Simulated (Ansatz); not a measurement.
# SiC: the cost of one run

Computed with Ansatz 0.2.0 (DFT r2SCAN, scalar-relativistic, plane waves, PAW, unless a step's input says otherwise).

The COD entry's cell or inner coordinates are ideal or old and differ from later refinements, so a difference from it is no clean test against experiment.

### Step 1. The system as given

Symmetry: F-43m, No. 216, cubic system. Conventional cell: a = 4.356 Å, b = 4.356 Å, c = 4.356 Å, α = 90.00°, β = 90.00°, γ = 90.00°. Si (site symmetry -43m) has 4 C at 1.89 Å in its first shell of neighbours. C (site symmetry -43m) has 4 Si at 1.89 Å in its first shell of neighbours.

Structure file:

```cif
data_structure
_symmetry_space_group_name_H-M 'P 1'
_symmetry_Int_Tables_number 1
_cell_length_a 3.0804
_cell_length_b 3.0804
_cell_length_c 3.0804
_cell_angle_alpha 60.000
_cell_angle_beta 60.000
_cell_angle_gamma 60.000
_cell_volume 20.67
loop_
_atom_site_label
_atom_site_type_symbol
_atom_site_fract_x
_atom_site_fract_y
_atom_site_fract_z
_atom_site_occupancy
Si1 Si 0.00000 0.00000 0.00000 1
C1 C 0.75000 0.75000 0.75000 1
```

It is the result of an earlier relaxation at this level (volume 10.33 Å³/atom; gap on the mesh: 1.71 eV).

### Step 2. Slab for the search

Planes are indexed in the bulk's conventional cell (F-43m (No. 216)), a = 4.356 Å, b = 4.356 Å, c = 4.356 Å, α = 90.00°, β = 90.00°, γ = 90.00°.

A (110) slab, 6.2 Å thick as cut, with 15 Å of vacuum, in a 2×1 surface cell; its outer planes are SiC (top) and SiC (bottom).

The slab as cut. Its planes from the bottom up:

```csv
plane,atoms per cell,height over the lowest (Å)
1,Si2C2,0.00
2,Si2C2,1.54
3,Si2C2,3.08
4,Si2C2,4.62
5,Si2C2,6.16
```

### Step 3. Symmetric start

Input file input.yaml:

```yaml
crystal:
  lattice:
    - [6.1607243544, 0.0, 0.0]
    - [0.0, 4.356289968, 0.0]
    - [0.0, 0.0, 21.1607243544]
  atoms:
    - { symbol: Si, position: [0.25, 0.5, 0.3544302111] }
    - { symbol: Si, position: [0.75, 0.5, 0.3544302111] }
    - { symbol: C, position: [0.5, 0.25, 0.3544302111] }
    - { symbol: C, position: [0.0, 0.25, 0.3544302111] }
    - { symbol: Si, position: [0.5, 0.0, 0.4272151056] }
    - { symbol: Si, position: [0.0, 0.0, 0.4272151056] }
    - { symbol: C, position: [0.75, 0.75, 0.4272151056] }
    - { symbol: C, position: [0.25, 0.75, 0.4272151056] }
    - { symbol: Si, position: [0.75, 0.5, 0.5] }
    - { symbol: Si, position: [0.25, 0.5, 0.5] }
    - { symbol: C, position: [0.0, 0.25, 0.5] }
    - { symbol: C, position: [0.5, 0.25, 0.5] }
    - { symbol: Si, position: [0.0, 0.0, 0.5727848944] }
    - { symbol: Si, position: [0.5, 0.0, 0.5727848944] }
    - { symbol: C, position: [0.25, 0.75, 0.5727848944] }
    - { symbol: C, position: [0.75, 0.75, 0.5727848944] }
    - { symbol: Si, position: [0.25, 0.5, 0.6455697889] }
    - { symbol: Si, position: [0.75, 0.5, 0.6455697889] }
    - { symbol: C, position: [0.5, 0.25, 0.6455697889] }
    - { symbol: C, position: [0.0, 0.25, 0.6455697889] }
basis:
  ecutwfc: 500
kpoints:
  mp_grid: { grid: [5, 6, 1] }
hamiltonian:
  xc: r2scan
scf:
  occupations: { method: gaussian, width: 0.05 }
output:
  forces: true
  eigenvalues: true
relax:
  adjacent_minimum: "off"
  f_tol: 0.02
  max_steps: 90
  constraints: [{ sites: [0, 1, 2, 3, 4, 5, 6, 7] }]
efield:
  axis: 3
  dipole_correction: true
  ramp_width: 0.04
```

Launch:

```console
$ ansatz run input.yaml --threads 4 --pin off --max-ram 10240MiB --backend cpu --events-out ev --progress --plain --runs-dir out
```

What time and memory should one allow on 4 threads of Intel Xeon Platinum 8259CL at 2.50GHz (Skylake/Cascade Lake), shared host?

About 3.8 min, with a peak of 2.1 GiB.
